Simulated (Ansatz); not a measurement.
# AlN (P6_3mc) in Ansatz: notebook, part 2 of 2

Ansatz 0.2.0. Earlier steps stand in the parts before.

## 6. Single point, RPBE+D3(BJ), 10.24 Å³/atom (volume scaled by 0.98)

Contents of input.yaml:

```yaml
crystal:
  lattice:
    - [3.092106753, 0.0, 0.0]
    - [-1.5460533765, 2.6778429994, 0.0]
    - [0.0, 0.0, 4.9475694625]
  atoms:
    - { symbol: Al, position: [0.6666666667, 0.3333333333, 0.5] }
    - { symbol: Al, position: [0.3333333333, 0.6666666667, 0.0] }
    - { symbol: "N", position: [0.6666666667, 0.3333333333, 0.88] }
    - { symbol: "N", position: [0.3333333333, 0.6666666667, 0.38] }
hamiltonian:
  xc: rpbe
  pseudopotentials: { kind: paw }
  dispersion: d3bj
kpoints:
  mp_grid: { grid: [10, 10, 6] }
scf:
  occupations: { method: fermi_dirac, width: 0.05 }
output:
  forces: true
  stress: true
  eigenvalues: true
```

Potentials or basis: Ansatz PAW.

On the command line:

```sh
$ ansatz run input.yaml --threads 2 --pin off --max-ram 5120MiB --backend cpu --events-out ev --progress --plain --runs-dir out
```

Wall time 0.8 s (2 threads of Intel Xeon 6975P-C (Granite Rapids), shared host); peak memory 0.37 GiB.

It converged, with:

| Quantity | Value |
| --- | --- |
| Free energy | -1861.7857 eV |
| Pressure | -10.0 GPa |
| Largest force | 0.168 eV/Å |
| Band gap on the k mesh | 4.42 eV, direct |

Caveat: the pressure holds a Pulay correction of +0.4 GPa for the finite cutoff; the PAW data sets come from PBE, with cores solved anew for the run's functional, which leaves a small shift of forces and pressure.

## 7. Single point, RPBE+D3(BJ), 10.45 Å³/atom

Edit input.yaml of step 6 so:

```diff
@@ -2,5 +2,5 @@
   lattice:
-    - [3.092106753, 0.0, 0.0]
-    - [-1.5460533765, 2.6778429994, 0.0]
-    - [0.0, 0.0, 4.9475694625]
+    - [3.113, 0.0, 0.0]
+    - [-1.5565, 2.695937082, 0.0]
+    - [0.0, 0.0, 4.981]
   atoms:
```

On the command line:

```sh
$ ansatz run input.yaml --threads 2 --pin off --max-ram 5120MiB --backend cpu --events-out ev --progress --plain --runs-dir out
```

It took 0.81 s on 2 threads of Intel Xeon 6975P-C (Granite Rapids), shared host; peak memory 0.37 GiB.

Results (log left out):

| Quantity | Value |
| --- | --- |
| Free energy | -1861.7239 eV |
| Pressure | -13.7 GPa |
| Largest force | 0.152 eV/Å |
| Band gap on the k mesh | 4.25 eV, direct |

Caveat: the pressure holds a Pulay correction of +0.4 GPa for the finite cutoff; the PAW data sets come from PBE, with cores solved anew for the run's functional, which leaves a small shift of forces and pressure.

## 8. Single point, RPBE+D3(BJ), 10.66 Å³/atom (volume scaled by 1.02)

Edit input.yaml of step 7 so:

```diff
@@ -2,5 +2,5 @@
   lattice:
-    - [3.113, 0.0, 0.0]
-    - [-1.5565, 2.695937082, 0.0]
-    - [0.0, 0.0, 4.981]
+    - [3.1336164949, 0.0, 0.0]
+    - [-1.5668082474, 2.7137914903, 0.0]
+    - [0.0, 0.0, 5.0139877163]
   atoms:
@@ -22 +22,5 @@
   eigenvalues: true
+  write_density: true
+  write_potential: true
+  elf: true
+  volumetric_format: npy
```

On the command line:

```sh
$ ansatz run input.yaml --threads 2 --pin off --max-ram 5120MiB --backend cpu --events-out ev --progress --plain --runs-dir out
```

Wall time 1.1 s (2 threads of Intel Xeon 6975P-C (Granite Rapids), shared host); peak memory 0.37 GiB.

The run converged. Its results:

```yaml
Free_energy: -1861.6438 eV
Pressure: -17.0 GPa
Largest_force: 0.138 eV/Å
Band_gap_on_the_k_mesh: 4.08 eV, direct
```

Caveat: the pressure holds a Pulay correction of +0.4 GPa for the finite cutoff; the PAW data sets come from PBE, with cores solved anew for the run's functional, which leaves a small shift of forces and pressure.

## 9. Single point, RPBE+D3(BJ), 10.87 Å³/atom (volume scaled by 1.04)

Edit input.yaml of step 8 so:

```diff
@@ -2,5 +2,5 @@
   lattice:
-    - [3.1336164949, 0.0, 0.0]
-    - [-1.5668082474, 2.7137914903, 0.0]
-    - [0.0, 0.0, 5.0139877163]
+    - [3.1539652241, 0.0, 0.0]
+    - [-1.576982612, 2.7314140067, 0.0]
+    - [0.0, 0.0, 5.0465469904]
   atoms:
@@ -22,5 +22 @@
   eigenvalues: true
-  write_density: true
-  write_potential: true
-  elf: true
-  volumetric_format: npy
```

Potentials or basis: Ansatz PAW.

On the command line:

```sh
$ ansatz run input.yaml --threads 2 --pin off --max-ram 5120MiB --backend cpu --events-out ev --progress --plain --runs-dir out
```

Run time: 0.86 s. Hardware: 2 threads of Intel Xeon 6975P-C (Granite Rapids), shared host; peak memory 0.37 GiB.

Results (log left out):

```yaml
Free_energy: -1861.5473 eV
Pressure: -20.0 GPa
Largest_force: 0.124 eV/Å
Band_gap_on_the_k_mesh: 3.91 eV, direct
```

Caveat: the pressure holds a Pulay correction of +0.4 GPa for the finite cutoff; the PAW data sets come from PBE, with cores solved anew for the run's functional, which leaves a small shift of forces and pressure.

## 10. Single point, RPBE+D3(BJ), 11.08 Å³/atom (volume scaled by 1.06)

Edit input.yaml of step 9 so:

```diff
@@ -2,5 +2,5 @@
   lattice:
-    - [3.1539652241, 0.0, 0.0]
-    - [-1.576982612, 2.7314140067, 0.0]
-    - [0.0, 0.0, 5.0465469904]
+    - [3.1740547162, 0.0, 0.0]
+    - [-1.5870273581, 2.7488120173, 0.0]
+    - [0.0, 0.0, 5.0786914685]
   atoms:
```

On the command line:

```sh
$ ansatz run input.yaml --threads 2 --pin off --max-ram 5120MiB --backend cpu --events-out ev --progress --plain --runs-dir out
```

Wall time 0.83 s (2 threads of Intel Xeon 6975P-C (Granite Rapids), shared host); peak memory 0.37 GiB.

Results (log left out):

| Property | Result |
| --- | --- |
| Free energy | -1861.4361 eV |
| Pressure | -22.6 GPa |
| Largest force | 0.111 eV/Å |
| Band gap on the k mesh | 3.75 eV, direct |

Caveat: the pressure holds a Pulay correction of +0.4 GPa for the finite cutoff; the PAW data sets come from PBE, with cores solved anew for the run's functional, which leaves a small shift of forces and pressure.

## 11. Equation of state, RPBE+D3(BJ)

No new run: the results of the series are fitted here.

What came out:

* Equilibrium volume: 9.77 Å³/atom (rough: see the caveat)
* Bulk modulus at fixed shape and positions: 231 GPa (rough)

Energy against volume, from the lowest point:
| volume (Å³/atom) | energy (meV/atom) |
| --- | --- |
| 9.824 | 0.00 |
| 10.033 | 4.74 |
| 10.242 | 15.11 |
| 10.451 | 30.57 |
| 10.660 | 50.57 |
| 10.869 | 74.69 |
| 11.078 | 102.50 |

Caveat: the potentials were made for another functional, which shifts forces and pressure; the minimum lies outside the volumes run; the cell was scaled at fixed shape and fractional positions, which overstates the stiffness of a crystal with free parameters, most of all of layers and chains.

## 12. The runs side by side

| task | level | smearing | points for each segment of the path | gap on the mesh (eV) |
| --- | --- | --- | --- | --- |
| band structure | LDA | fermi-dirac 0.05 eV | 14 | 4.24 |
| Born charges and dielectric tensor | PBE | fixed | - | 4.21 |
| equation of state | RPBE+D3(BJ) | fermi-dirac 0.05 eV | - | - |

Alike in all rows: potentials or basis Ansatz PAW; no spin polarisation; cell as given; k mesh 10 × 10 × 6; cutoff (eV) 420.

Caveats: the PAW data sets come from PBE, with cores solved anew for the run's functional, which leaves a small shift of forces and pressure (some runs); the potentials were made for another functional, which shifts forces and pressure (some runs); the minimum lies outside the volumes run (some runs); the cell was scaled at fixed shape and fractional positions, which overstates the stiffness of a crystal with free parameters, most of all of layers and chains (some runs).

Total energies depend on the potentials used, so only differences within one code and one set of settings carry meaning.

## 13. Comparison with measurements

Step 2. Measured gap of AlN: 6.0343 eV (an exciton energy, a little under the gap; 0 K; quoted in “Structural and optical properties of self-assembled AlN nanowires grown on SiO2/Si substrates by molecular beam epitaxy”, 2024, arxiv:2402.00216). This calculation gives 4.24 eV (-1.80 eV). 2 values of this kind are on record (6.034 to 6.0343 eV); this one was drawn at random. The value is that of LDA, without temperature or zero-point motion. Semilocal functionals fall short of measured gaps as a rule.

Step 3. A measured gap of AlN is 6.034 eV (an exciton energy, a little under the gap; 10 K; quoted in “Self-assembly of well-separated AlN nanowires directly on sputtered metallic TiN films”, 2019, arxiv:1910.07391); the calculated 4.21 eV misses it by -1.82 eV. 2 values of this kind are on record (6.034 to 6.0343 eV); this one was drawn at random. The value is that of PBE on a finite k mesh, which can miss the band edges, without temperature or zero-point motion. Semilocal functionals fall short of measured gaps as a rule.
